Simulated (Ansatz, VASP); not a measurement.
## Mg3O2 in VASP and in Ansatz

```
CELL_PARAMETERS angstrom
2.63634 1.52209 5.20517
-2.63634 1.52209 5.20517
0.00000 -3.04418 5.20517
ATOMIC_POSITIONS crystal
Mg 0.07743 0.42257 0.75000
Mg 0.75000 0.07743 0.42257
Mg 0.42257 0.75000 0.07743
Mg 0.92257 0.57743 0.25000
Mg 0.25000 0.92257 0.57743
Mg 0.57743 0.25000 0.92257
O 0.83603 0.83603 0.83603
O 0.66397 0.66397 0.66397
O 0.16397 0.16397 0.16397
O 0.33603 0.33603 0.33603
```

Alike in both runs: functional PBE; k mesh 6 × 6 × 6; occupations gaussian, width 0.1 eV; no spin polarisation.

Ansatz relaxed the structure, and its values are those at the end. VASP's run is a single point on that final structure, the one shown.

|  | VASP | Ansatz |
| --- | --- | --- |
| version | VASP 6.6.1 | Ansatz 0.2.0 |
| potentials or method | VASP PAW PBE potentials, release 64 (Mg, O) | scalar-relativistic, plane waves, PAW |
| plane-wave cutoff (eV) | 520 | 420 |
| valence electrons in the cell | 36 | 84 |

|  | VASP | Ansatz | Ansatz less VASP |
| --- | --- | --- | --- |
| gap on the k mesh at the Fermi level (eV) | 0.44 | 0.44 | +0.004 |
| least direct gap on the mesh (eV) | 0.79 | 0.80 | +0.006 |
| pressure (GPa) | -0.4 | 0.1 | +0.50 |
| rms of the force components (eV/Å) | 0.004 | 0.003 | -0.0007 |

The two sets of potentials don't hold the same shells in valence.
